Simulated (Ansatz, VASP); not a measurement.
# Zn16HNO15 (N-H pair in ZnO): VASP beside Ansatz

Wanted: the spread between two codes on one cell, functional and k mesh. The cell is taken from a series of runs on this material, whose earlier steps may have relaxed, scaled, displaced or heated it; both programs get it as it stands.

Main program and level: Ansatz 0.2.0; plane waves, with VASP 6.6.1 beside it; single point at HSE06.

**1. Starting point**

The cell holds 33 atoms: 16 Zn, 15 O, 1 N and 1 H. Its edges and angles: a = 6.559 Å, b = 6.559 Å, c = 10.587 Å, α = 90.0°, β = 90.0°, γ = 120.0°. It derives from ZnO (ZnO (P6_3mc)). Nearest the centre at fractional (0.753, 0.377, 0.424): N32 at 0.28 Å, H33 at 0.89 Å, Zn16 at 1.98 Å, Zn12 at 1.99 Å, Zn9 at 2.01 Å, Zn4 at 2.44 Å, O22 at 2.90 Å, O18 at 2.90 Å.

**2. VASP: single point, HSE06**

A single point gives forces, pressure and levels at one fixed geometry, so differences don't come from the geometry; what else differs is listed under the comparison.

Lines of VASP's logs that name or quote its potential files are left out, and so is its time.

The run reads the wave functions of an earlier VASP run, which isn't shown here.

The input, INCAR:

```
SYSTEM = Zn16HNO15
PREC = Accurate
ENCUT = 520
EDIFF = 1E-06
NELM = 100
ISMEAR = -1
SIGMA = 0.01
LREAL = Auto
ALGO = Normal
LHFCALC = .TRUE.
AEXX = 0.25
GGA = PE
HFSCREEN = 0.208
LASPH = .TRUE.
NBANDS = 167
PRECFOCK = Fast
LORBIT = 11
LWAVE = .FALSE.
LCHARG = .FALSE.
ISIF = 2
```

The input, POSCAR:

```
Zn16HNO15
1.0
    6.5590399475      0.0000000000      0.0000000000
   -3.2795199737      5.6802952189      0.0000000000
    0.0000000000      0.0000000000     10.5865020882
Zn O N H
16 15 1 1
Direct
    0.1567298645      0.3262681199      0.2520047844
    0.3300064427      0.1647322530      0.9987930310
    0.1710190850      0.3326603993      0.7502606863
    0.3475873184      0.1735016510      0.4979461733
    0.1567256879      0.8299103830      0.2520016447
    0.3271120493      0.6632827485      0.0037201768
    0.1710267779      0.8378126983      0.7502646872
    0.3243868263      0.6619032311      0.5010740763
    0.6506462735      0.3250646779      0.2421254609
    0.8320425966      0.1639643359      0.9996446629
    0.6730764348      0.3362696028      0.7524806002
    0.8266193621      0.1509230743      0.5085759993
    0.6602081669      0.8298406889      0.2512104301
    0.8320451304      0.6675425964      0.9996439895
    0.6606165703      0.8300293867      0.7555714013
    0.8266305976      0.6751343387      0.5085693494
    0.3209707363      0.1602124778      0.1856453294
    0.1673769913      0.3255133263      0.4408414416
    0.3440642041      0.1717582301      0.6850452139
    0.1655609737      0.3323319916      0.9373567275
    0.3236561688      0.6615537181      0.1919802498
    0.1673895758      0.8412937024      0.4408337376
    0.3304685142      0.6649583994      0.6882144766
    0.1655635400      0.8326865821      0.9373581890
    0.8276106858      0.1607694172      0.1857704518
    0.8350719497      0.1620793449      0.6947782381
    0.6653847631      0.3324251710      0.9396648879
    0.8276101319      0.6663163959      0.1857665429
    0.6547120969      0.8270765147      0.4399156324
    0.8350843940      0.6724533325      0.6947745151
    0.6588845624      0.8291739527      0.9414924840
    0.7064077565      0.3529327180      0.4301621922
    0.9005966616      0.4499826614      0.3950625544
```

The input, KPOINTS:

```
Automatic mesh
0
Gamma
1 1 1
0 0 0
```

The projector-augmented-wave data sets are Zn, O, N and H (PBE family, release 64).

The run is started by

```console
$ export OMP_NUM_THREADS=3
$ mpirun -np 1 vasp_gam
```

Numbers of over 12 decimals in the logs are rounded to 6 here.

Log:

```text
[banner, memory and clock lines left out]
running    1 mpi-ranks, on    1 nodes
[...]
Offloading initialized ...    1 GPUs detected
[...]
LDA part: xc-table for (Slater+PW92), standard interpolation
 found WAVECAR, reading the header
 POSCAR, INCAR and KPOINTS ok, starting setup
[...]
reading WAVECAR
 the WAVECAR file was read successfully
 initial charge from wavefunction
 entering main loop
       N       E                     dE             d eps       ncg     rms          rms(c)
DAV:   1    -0.181159507375E+03   -0.18116E+03   -0.11770E+01   420   0.425E+01    0.686E+00
DAV:   2    -0.181070250923E+03    0.89256E-01   -0.48875E+00   404   0.152E+01    0.220E+00
DAV:   3    -0.181093213857E+03   -0.22963E-01   -0.50297E-01   484   0.441E+00    0.121E+00
DAV:   4    -0.181096026538E+03   -0.28127E-02   -0.65996E-02   372   0.106E+00    0.692E-01
[...]
DAV:  11    -0.181092567655E+03    0.32799E-05   -0.27607E-06   268   0.874E-03    0.183E-02
DAV:  12    -0.181092566039E+03    0.16158E-05   -0.16513E-06   244   0.818E-03    0.113E-02
DAV:  13    -0.181092565189E+03    0.85026E-06   -0.90874E-07   204   0.710E-03
   1 F= -.18109257E+03 E0= -.18109257E+03  d E =-.621215E-14
```

From OUTCAR (step 2):

```text
  Total       -3.6747691     -0.1623628     -8.7623960     -3.0479703      1.3655367      2.3594649
  in kB      -14.9271525     -0.6595283    -35.5934257    -12.3810548      5.5468995      9.5843007
  external PRESSURE =     -17.0600355 kB  Pullay stress =       0.0000000 kB

 POSITION                                       TOTAL-FORCE (eV/Angst)
 -----------------------------------------------------------------------------------
     -0.04201      1.85330      2.66785        -0.003562     -0.015132     -0.010086
      1.62428      0.93573     10.57372         0.004468      0.003120      0.000577
      0.03075      1.88961      7.94264         0.000205      0.002378      0.000806
      1.71084      0.98554      5.27151        -0.038063     -0.021821      0.016763
     -1.69374      4.71414      2.66782        -0.015190      0.003738     -0.009468
     -0.02971      3.76764      0.03938        -0.002774     -0.001424      0.005567
     -1.62585      4.75902      7.94268         0.001818     -0.001782      0.000677
     -0.04306      3.75981      5.30462         0.005514      0.003469      0.007208
      3.20156      1.84646      2.56326         0.070057      0.040444      0.129514
      4.91968      0.93137     10.58274         0.004362      0.002004      0.000956
      3.31193      1.91011      7.96614         0.013134      0.007251     -0.003835
      4.92687      0.85729      5.38404        -0.073990      0.101347     -0.070184
      1.60885      4.71374      2.65944         0.008197      0.004442      0.004176
      3.26820      3.79184     10.58273         0.002953      0.002770      0.000686
[...]
-----------------------------------------------------------------------------------
    total drift:                               -0.007629     -0.003497      0.002855

  FREE ENERGIE OF THE ION-ELECTRON SYSTEM (eV)
  ---------------------------------------------------
  free  energy   TOTEN  =      -181.0925651888 eV

  energy  without entropy=     -181.0925651888  energy(sigma->0) =     -181.09256519

[... 3 further parts left out ...]
[key lines of the parts left out:]
E-fermi :   0.4947
```

The run ends at a pressure of -1.71 GPa, with forces up to 4.0 eV/Å.

(Part 1 of 2 ends here.)

[Lines on the potential files, build, host, timing and source positions are cut from VASP's logs without a mark.]

[Logs are printed without paths, hosts, clocks, repeated set-up lines and the standing remarks that a program may print on its own settings, such as how far it seeks lower states.]

[Hosts, paths, dates, database ids (printed as entryN), source tags and the programs' standing remarks are cut or masked in the printed files.]
